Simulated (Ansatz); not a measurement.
# Relaxing lanthanum (fcc)

Computed with DFT, r2SCAN, plane waves (500 eV) with PAW, scalar-relativistic in Ansatz. (PAW data from PBE, frozen cores regenerated.)

k-point mesh 10×10×10, Fermi-Dirac smearing 0.1 eV, no spin polarisation. Cell and atoms relax.

Starting structure:

```yaml
crystal:
  lattice:
    - [0.0, 2.6546496237, 2.6546496237]
    - [2.6546496237, 0.0, 2.6546496237]
    - [2.6546496237, 2.6546496237, 0.0]
  atoms:
    - { symbol: La, position: [0.0, 0.0, 0.0] }
hamiltonian:
  xc: r2scan
  pseudopotentials:
    kind: paw
    azcp:
      La: "pseudopotentials/La.paw.azcp"
basis:
  ecutwfc: 500
  fft_grid_basis: typed
kpoints:
  mp_grid: { grid: [10, 10, 10], shift: [0, 0, 0] }
magnetization:
  spin_polarized: false
scf:
  occupations: { method: fermi_dirac, width: 0.1 }
relax:
  max_steps: 60
  f_tol: 0.01
  cell: {}
```

Problem. What cell does the relaxation end in?

Solution. Fm-3m with a = 5.309 Å; 37.42 Å³ per atom against 37.42 at the start (0.0 %).

Problem. How much energy does the relaxation gain?

Solution. 0.0 meV per atom.

Path of the relaxation (the plane waves are chosen anew near the end, which can shift the energy a little):

| step | E − E(final) (meV/atom) | V (Å³/atom) | P (GPa) | max force (eV/Å) |
| --- | --- | --- | --- | --- |
| 0 | 0.00 | 37.416 | -0.01 | 0.000 |
| 1 | 0.00 | 37.416 | -0.01 | 0.000 |
